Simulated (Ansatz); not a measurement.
All numbers below come from DFT PBE, scalar-relativistic, plane waves, PAW in Ansatz. All cells share a 420 eV cutoff and Γ-centred k meshes spaced at most about 0.3 Å⁻¹ (about 0.25 or finer for metals, 2π included). No spin polarisation.

These are static total energies at zero pressure.

Two forms of MoS were relaxed alike.

A.

```cif
data_structure
_symmetry_space_group_name_H-M 'P-6m2'
_symmetry_Int_Tables_number 187
_cell_length_a 3.2053
_cell_length_b 3.2053
_cell_length_c 3.2812
_cell_angle_alpha 90.000
_cell_angle_beta 90.000
_cell_angle_gamma 120.000
_cell_volume 29.20
loop_
_atom_site_label
_atom_site_type_symbol
_atom_site_symmetry_multiplicity
_atom_site_Wyckoff_symbol
_atom_site_fract_x
_atom_site_fract_y
_atom_site_fract_z
_atom_site_occupancy
Mo1 Mo 1 f 0.66667 0.33333 0.50000 1
S1 S 1 c 0.33333 0.66667 0.00000 1
```

B.

```cif
data_structure
_symmetry_space_group_name_H-M 'P6_3/mmc'
_symmetry_Int_Tables_number 194
_cell_length_a 3.2322
_cell_length_b 3.2322
_cell_length_c 6.4560
_cell_angle_alpha 90.000
_cell_angle_beta 90.000
_cell_angle_gamma 120.000
_cell_volume 58.41
loop_
_atom_site_label
_atom_site_type_symbol
_atom_site_symmetry_multiplicity
_atom_site_Wyckoff_symbol
_atom_site_fract_x
_atom_site_fract_y
_atom_site_fract_z
_atom_site_occupancy
Mo1 Mo 2 a 0.00000 0.00000 0.00000 1
S1 S 2 c 0.33333 0.66667 0.25000 1
```

Question: Which would you expect to be lower, and how large is the difference?

Answer: B is lower, by 75 meV/atom. A has the tungsten carbide type, space group P-6m2 (No. 187), 14.6 Å³/atom and no gap on its mesh; B has space group P6_3/mmc (No. 194), 14.6 Å³/atom and no gap. In A, around Mo lie 6 S at 2.47 Å; S has 6 Mo at 2.47 Å. In B, around Mo lie 6 S at 2.47 Å; S is surrounded by 6 Mo at 2.47 Å. Both come from invented guesses. The lowest form computed isn't among them: it has space group P2_13 (No. 198), 15.3 Å³/atom and lies 22 meV/atom below the best shown.

Cells relaxed within their symmetry can be saddle points. Some types were kept out of the candidates beforehand, so the set may lack a known form.
